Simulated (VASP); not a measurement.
# CdSe (Cadmoselite) (P6_3mc) in VASP: further runs

Aim: see how the results for CdSe (Cadmoselite) move with the level of theory and the settings. Levels: RPBE+D4, PBE exchange alone. Tasks: single point.

Program: VASP 6.6.1. These are calculated values, not measurements. Logs are shortened: lines on timing, memory, paths and dates and some standing lists are left out, and cuts for length are marked.

**What was measured.**

A printed reference work, data compilation reports, for a bulk crystal of CdSe at 2 K: band gap 1.841 eV.

The runs below are set against these values where they give the same quantity.

## 1. The cell of the first run

The structure is hexagonal, space group P6_3mc (No. 186). The conventional cell has a = 4.300 Å, b = 4.300 Å, c = 7.020 Å, α = 90.00°, β = 90.00°, γ = 120.00°. Within 3.4 Å of Cd (site symmetry 3m) lie 4 Se at 2.61 to 2.70 Å. Se (site symmetry 3m) has 4 Cd at 2.61 to 2.70 Å within 3.4 Å.

## 2. Single point, RPBE+D4

Contents of INCAR:

```
PREC     = Accurate       # precision mode
ENCUT    = 520            # plane-wave cutoff, eV
EDIFF    = 1E-7           # SCF threshold, eV
ISMEAR   = -1             # smearing method
SIGMA    = 0.05           # smearing width, eV
LREAL    = False          # projectors in reciprocal space
LASPH    = True           # aspherical terms in the spheres
NELM     = 60             # most SCF steps
ALGO     = Normal         # electronic algorithm
ISIF     = 2              # what is computed and relaxed
LWAVE    = False          # write WAVECAR
LCHARG   = True           # write CHGCAR
GGA      = RP             # functional
IVDW     = 13             # dispersion correction
LELF     = True           # ELF
LVHAR    = True         
NBANDS   = 26             # bands
```

Contents of KPOINTS:

```
regular mesh
0
Gamma
  7 7 4
```

Contents of POSCAR:

```
CdSe
1.0
    4.3000000000      0.0000000000      0.0000000000
   -2.1500000000      3.7239092363      0.0000000000
    0.0000000000      0.0000000000      7.0200000000
Cd Se
2 2
Direct
    0.6666666667      0.3333333333      0.5000000000
    0.3333333333      0.6666666667      0.0000000000
    0.6666666667      0.3333333333      0.8850000000
    0.3333333333      0.6666666667      0.3850000000
```

Potentials or basis: VASP PAW PBE potentials, release 64 (Cd, Se).

Command:

```sh
cat potpaw_PBE.64/Cd/POTCAR potpaw_PBE.64/Se/POTCAR > POTCAR
mpirun -np 1 vasp_std > vasp.out
```

OUTCAR:

```text
PREC = Accurate
   ENCUT = 520
   EDIFF = 1E-7
   ISMEAR = -1
   LREAL = False
   LASPH = True
   NELM = 60
   ISIF = 2
   GGA = RP
   IVDW = 13

 ion  position               nearest neighbor table
   1  0.667  0.333  0.500-   4 2.61   4 2.61   4 2.61   3 2.70
   2  0.333  0.667  0.000-   3 2.61   3 2.61   3 2.61   4 2.70
   3  0.667  0.333  0.885-   2 2.61   2 2.61   2 2.61   1 2.70
   4  0.333  0.667  0.385-   1 2.61   1 2.61   1 2.61   2 2.70

  LATTYP: Found a hexagonal cell.
 ALAT       =     4.3000000000
 C/A-ratio  =     1.6325581395

  Lattice vectors:

 A1 = (   4.3000000000,   0.0000000000,   0.0000000000)
 A2 = (  -2.1500000000,   3.7239092363,   0.0000000000)
 A3 = (   0.0000000000,   0.0000000000,   7.0200000000)

Analysis of symmetry for initial positions (statically):
=====================================================================
 Subroutine PRICEL returns:
 Original cell was already a primitive cell.

 Routine SETGRP: Setting up the symmetry group for a
 hexagonal supercell.

 Subroutine GETGRP returns: Found 12 space group operations
 (whereof  6 operations were pure point group operations)
 out of a pool of 24 trial point group operations.

The static configuration has the point symmetry C_3v.
 The point group associated with its full space group is C_6v.

Analysis of symmetry for dynamics (positions and initial velocities):
=====================================================================
 Subroutine PRICEL returns:
 Original cell was already a primitive cell.

 Routine SETGRP: Setting up the symmetry group for a
 hexagonal supercell.

 Subroutine GETGRP returns: Found 12 space group operations
 (whereof  6 operations were pure point group operations)
 out of a pool of 24 trial point group operations.

The dynamic configuration has the point symmetry C_3v.
 The point group associated with its full space group is C_6v.

 Subroutine INISYM returns: Found 12 space group operations
 (whereof  6 operations are pure point group operations),
 and found     1 'primitive' translations

----------------------------------------------------------------------------------------

                                     Primitive cell

  volume of cell :     112.4099

  direct lattice vectors                    reciprocal lattice vectors
     4.300000000  0.000000000  0.000000000     0.232558140  0.134267504  0.000000000
    -2.150000000  3.723909236  0.000000000     0.000000000  0.268535009  0.000000000
     0.000000000  0.000000000  7.020000000     0.000000000  0.000000000  0.142450142

  length of vectors
     4.300000000  4.300000000  7.020000000     0.268535009  0.268535009  0.142450142

  position of ions in fractional coordinates (direct lattice)
     0.666666667  0.333333333  0.500000000
     0.333333333  0.666666667  0.000000000
     0.666666667  0.333333333  0.885000000
     0.333333333  0.666666667  0.385000000

  ion indices of the primitive-cell ions
   primitive index   ion index
                 1           1
                 2           2
                 3           3
                 4           4

----------------------------------------------------------------------------------------

 KPOINTS: regular mesh

Automatic generation of k-mesh.
 Grid dimensions read from file:
 generate k-points for:    7    7    4

 Generating k-lattice:

  Cartesian coordinates                     Fractional coordinates (reciprocal lattice)
     0.033222591  0.019181072  0.000000000     0.142857143  0.000000000  0.000000000
     0.000000000  0.038362144  0.000000000     0.000000000  0.142857143  0.000000000
     0.000000000  0.000000000  0.035612536     0.000000000  0.000000000  0.250000000

  Length of vectors
     0.038362144  0.038362144  0.035612536

  Shift w.r.t. Gamma in fractional coordinates (k-lattice)
     0.000000000  0.000000000  0.000000000

 Subroutine IBZKPT returns following result:
 ===========================================

 Found     24 irreducible k-points:

 Following reciprocal coordinates:
            Coordinates               Weight
  0.000000  0.000000  0.000000      1.000000
  0.142857  0.000000  0.000000      6.000000
  0.285714 -0.000000  0.000000      6.000000
  0.428571 -0.000000  0.000000      6.000000
  0.142857  0.142857  0.000000      6.000000
  0.285714  0.142857  0.000000     12.000000
[... 16 lines left out ...]
  0.428571  0.142857  0.500000      6.000000
  0.285714  0.285714  0.500000      6.000000
   k-points           NKPTS =     24   k-points in BZ     NKDIM =     24   number of bands    NBANDS=     26
   number of dos      NEDOS =    301   number of ions     NIONS =      4
   total plane-waves  NPLWV =  55296
   dimension x,y,z NGX =    32 NGY =   32 NGZ =   54
   dimension x,y,z NGXF=    64 NGYF=   64 NGZF=  108
   ions per type =               2   2
   NGX,Y,Z   is equivalent  to a cutoff of  12.37, 12.37, 12.79 a.u.
   NGXF,Y,Z  is equivalent  to a cutoff of  24.74, 24.74, 25.58 a.u.
 SYSTEM =  unknown system
   PREC   = accura    normal or accurate (medium, high low for compatibility)
   ISTART =      0    job   : 0-new  1-cont  2-samecut
   ICHARG =      2    charge: 1-file 2-atom 10-const
   ISPIN  =      1    spin polarized calculation?
   LNONCOLLINEAR =      F non collinear calculations
   LSORBIT =      F    spin-orbit coupling
   LASPH  =      T    aspherical Exc in radial PAW
   ENCUT  =  520.0 eV  38.22 Ry    6.18 a.u.   8.00  8.00 13.05*2*pi/ulx,y,z
   NELM   =     60;   NELMIN=  2; NELMDL= -5     # of ELM steps
   EDIFF  = 0.1E-06   stopping-criterion for ELM
   LREAL  =      F    real-space projection
   EDIFFG = 0.1E-05   stopping-criterion for IOM
   NSW    =      0    number of steps for IOM
   IBRION =     -1    ionic relax: 0-MD 1-quasi-New 2-CG
   NFREE  =      0    steps in history (QN), initial steepest desc. (CG)
   ISIF   =      2    stress and relaxation
   ISYM   =      2    0-nonsym 1-usesym 2-fastsym
   POTIM  = 0.5000    time-step for ionic-motion
   TEBEG  =    0.0;   TEEND  =   0.0 temperature during run
   PSTRESS=    0.0 pullay stress
   NELECT =      36.0000    total number of electrons
   NUPDOWN=      -1.0000    fix difference up-down
   EMIN   =  10.00;   EMAX   =-10.00  energy-range for DOS
   EFERMI =   0.00;   METHOD = LEGACY
   ISMEAR =    -1;   SIGMA  =   0.05  broadening in eV -4-tet -1-fermi 0-gaus
   EFERMI_NEDOS =   21; number of points for ismear=-14 and -15
   IALGO  =     38    algorithm
   IMIX   =      4    mixing-type and parameters
     AMIX     =   0.40;   BMIX     =  1.00
     AMIX_MAG =   1.60;   BMIX_MAG =  1.00
  volume/ion in A,a.u.               =      28.10       189.64
  Fermi-wavevector in a.u.,A,eV,Ry     =   1.120059  2.116604 17.068937  1.254531
  Thomas-Fermi vector in A             =   2.256702
   LORBIT       =      0    0 simple, 1 ext, 2 COOP (PROOUT), +10 PAW based schemes
   GGA     = RP    functional components
   LHFCALC =     F    Hartree Fock is set to
   AEXX    =    0.0000 exact exchange contribution
   IVDW    =    13    specifies the selected vdW correction
   LEPSILON=     F    determine dielectric tensor
   LRPA    =     F    only Hartree local field effects (RPA)
 non-spin polarized calculation
  energy-cutoff  :      520.00
  volume of cell :      112.41
 maximum number of plane-waves:      3042
 NGX is ok and might be reduce to    32
   NGX = 15   NGY = 15   NGZ = 27

 number of electron      35.9999998 magnetization

 Free energy of the ion-electron system (eV)
  ---------------------------------------------------
  ext. energy  EPLUGINS =         0.00000000
  ---------------------------------------------------
  free energy    TOTEN  =        -9.55093582 eV

  energy without entropy =       -9.55093260  energy(sigma->0) =       -9.55093421

 E-fermi :   1.5297     XC(G=0):  -8.6464

 val. band max:        1.0579876395   @ k =   0.0000   0.0000   0.0000
 cond. band min:       1.9334469561   @ k =   0.0000   0.0000   0.0000
 fundamental gap:      0.8754593166
 Fermi energy:         1.5297375369

 k-point     1 :       0.0000    0.0000    0.0000
  band No.  band energies     occupation
      1     -11.4895      2.00000
      2     -11.1294      2.00000
      3      -6.8813      2.00000
      4      -6.8813      2.00000
      5      -6.8258      2.00000
      6      -6.8258      2.00000
[... 18 lines left out ...]
     25       8.1149      0.00000
     26       8.9973      0.00000

 k-point     2 :       0.1429    0.0000    0.0000
  band No.  band energies     occupation
      1     -11.4273      2.00000
      2     -11.0994      2.00000
      3      -6.8554      2.00000
      4      -6.8433      2.00000
      5      -6.7965      2.00000
      6      -6.7930      2.00000
[... 18 lines left out ...]
     25       8.6055      0.00000
     26       8.6099      0.00000

 k-point     3 :       0.2857   -0.0000    0.0000
  band No.  band energies     occupation
      1     -11.2790      2.00000
      2     -11.0385      2.00000
      3      -6.8035      2.00000
      4      -6.7896      2.00000
      5      -6.7186      2.00000
      6      -6.6941      2.00000
[... 18 lines left out ...]
     25       8.8414      0.00000
     26       9.1647      0.00000

 k-point     4 :       0.4286   -0.0000    0.0000
  band No.  band energies     occupation
      1     -11.1427      2.00000
      2     -11.0055      2.00000
      3      -6.7717      2.00000
      4      -6.7693      2.00000
      5      -6.6606      2.00000
      6      -6.6145      2.00000
[... 18 lines left out ...]
     25       9.1478      0.00000
     26      10.4108      0.00000

 k-point     5 :       0.1429    0.1429    0.0000
  band No.  band energies     occupation
      1     -11.3218      2.00000
      2     -11.0542      2.00000
      3      -6.8198      2.00000
      4      -6.7955      2.00000
      5      -6.7404      2.00000
      6      -6.7294      2.00000
[... 18 lines left out ...]
     25       8.9362      0.00000
     26       9.1705      0.00000

 k-point     6 :       0.2857    0.1429    0.0000
  band No.  band energies     occupation
      1     -11.1765      2.00000
      2     -11.0104      2.00000
      3      -6.7890      2.00000
      4      -6.7513      2.00000
      5      -6.6770      2.00000
      6      -6.6523      2.00000
[... 427 lines left out ...]
 k-point    21 :       0.1429    0.1429    0.5000
  band No.  band energies     occupation
      1     -11.1836      2.00000
      2     -11.1836      2.00000
      3      -6.7869      2.00000
      4      -6.7869      2.00000
      5      -6.7620      2.00000
      6      -6.7620      2.00000
[... 18 lines left out ...]
     25       8.5911      0.00000
     26       8.5911      0.00000

 k-point    22 :       0.2857    0.1429    0.5000
  band No.  band energies     occupation
      1     -11.0871      2.00000
      2     -11.0871      2.00000
      3      -6.7384      2.00000
      4      -6.7384      2.00000
      5      -6.7133      2.00000
      6      -6.7133      2.00000
[... 18 lines left out ...]
     25       8.9264      0.00000
     26       8.9264      0.00000

 k-point    23 :       0.4286    0.1429    0.5000
  band No.  band energies     occupation
      1     -11.0442      2.00000
      2     -11.0442      2.00000
      3      -6.7188      2.00000
      4      -6.7188      2.00000
      5      -6.7060      2.00000
      6      -6.7060      2.00000
[... 18 lines left out ...]
     25       9.5737      0.00000
     26       9.5737      0.00000

 k-point    24 :       0.2857    0.2857    0.5000
  band No.  band energies     occupation
      1     -11.0343      2.00000
      2     -11.0343      2.00000
      3      -6.7119      2.00000
      4      -6.7119      2.00000
      5      -6.6930      2.00000
      6      -6.6930      2.00000
[... 18 lines left out ...]
     25       9.2444      0.00000
     26       9.2444      0.00000

------------------------ aborting loop because EDIFF is reached ----------------------------------------

  DFT-D4 for vdW energy calculation

  Edisp (eV):   -2.38795

  FORCE on cell =-STRESS in cart. coord.  units (eV):
  Direction    XX          YY          ZZ          XY          YZ          ZX
  --------------------------------------------------------------------------------------
  -------------------------------------------------------------------------------------
  Total       1.46405     1.46405    -0.19658     0.00000     0.00000     0.00000
  in kB      20.86702    20.86702    -2.80190     0.00000     0.00000     0.00000
  external pressure =       12.98 kB  Pullay stress =        0.00 kB

 VOLUME and BASIS-vectors are now :
 -----------------------------------------------------------------------------
  energy-cutoff  :      520.00
  volume of cell :      112.41
      direct lattice vectors                 reciprocal lattice vectors
     4.300000000  0.000000000  0.000000000     0.232558140  0.134267504  0.000000000
    -2.150000000  3.723909236  0.000000000     0.000000000  0.268535009  0.000000000
     0.000000000  0.000000000  7.020000000     0.000000000  0.000000000  0.142450142

 POSITION                                       TOTAL-FORCE (eV/Angst)
 -----------------------------------------------------------------------------------
      2.15000      1.24130      3.51000        -0.000000      0.000000      0.293608
     -0.00000      2.48261      0.00000         0.000000     -0.000000      0.293608
      2.15000      1.24130      6.21270         0.000000      0.000000     -0.293608
     -0.00000      2.48261      2.70270         0.000000     -0.000000     -0.293608
 -----------------------------------------------------------------------------------
    total drift:                               -0.000000     -0.000000      0.000113

  FREE ENERGIE OF THE ION-ELECTRON SYSTEM (eV)
  ---------------------------------------------------
  free  energy   TOTEN  =       -11.9388811699 eV

  energy  without entropy=      -11.9388779438  energy(sigma->0) =      -11.93887956
```

Wall time 33 s (1 thread of Intel Xeon 6975P-C (Granite Rapids), shared host); peak memory 0.25 GiB.

Results:

```
Free energy                : -11.9389 eV
Pressure                   : 1.3 GPa
Largest force              : 0.294 eV/Å
Band gap on the k mesh     : 0.88 eV, direct
Dispersion energy per atom : -0.597 eV
```

Forces on the atoms (eV/Å):
```
Cd   0.000  0.000  0.294
Cd   0.000  0.000  0.294
Se   0.000  0.000 -0.294
Se   0.000  0.000 -0.294
```

Stress tensor (GPa, compression positive):
```
 2.09  0.00  0.00
 0.00  2.09  0.00
 0.00  0.00 -0.28
```

Caveat: the PAW data sets were made with another functional, which shifts forces and pressure a little.

(Continued in part 2 of 3.)
